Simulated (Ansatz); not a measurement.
Runs of Ansatz 0.2.0 on Si2W. The structure is tetragonal, space group I4/mmm (No. 139). Conventional cell: a = 3.214 Å, b = 3.214 Å, c = 7.830 Å, α = 90.00°, β = 90.00°, γ = 90.00°. W (site symmetry 4/mmm) is surrounded by 10 Si at 2.62 Å. Around Si (site symmetry 4mm) lie 5 Si at 2.59 to 2.63 Å and 5 W at 2.62 Å. 

| task | level | potentials or basis | U | cutoff (eV) | basis error allowed | gap on the mesh (eV) | pressure (GPa) | largest force (eV/Å) |
| --- | --- | --- | --- | --- | --- | --- | --- | --- |
| band structure | PBEsol | all-electron LAPW, inner shells corrected to Dirac's equation | - | 218 | 0.002 eV/atom | - | -1.9 | 0.02 |
| density of states | PBEsol+U | all-electron LAPW, scalar-relativistic | W d U = 2 eV | 218 | 0.002 eV/atom | none | (b) | 0.08 |
| phonons | PBEsol | all-electron LAPW, scalar-relativistic | - | 237 | 0.002 eV/atom | none | - | 0.02 |
| single point | PBE | all-electron LAPW, scalar-relativistic | - | 239 | 0.001 eV/atom | none | 3.3 | (a) |

Alike in all rows: no spin polarisation; cell as given; k mesh 12 × 12 × 12; smearing fermi-dirac 0.05 eV.

Q: Fill in the values left out.

A: (a) 0.07; (b) -2.4.

Caveats: U is the effective U less J, on atomic orbitals that reach past the spheres (some runs); U without spin polarisation on a metal has little footing (some runs); the U is typed as a test and isn't derived for this compound (some runs); a metal's response needs a denser mesh (some runs); the program listed the state as in doubt (some runs).

A k mesh can miss the band edges, and the runs leave out spin-orbit coupling on W.

A gap of «none» marks a metal or a gap under the smearing width.

Not every run made on this cell is shown here.
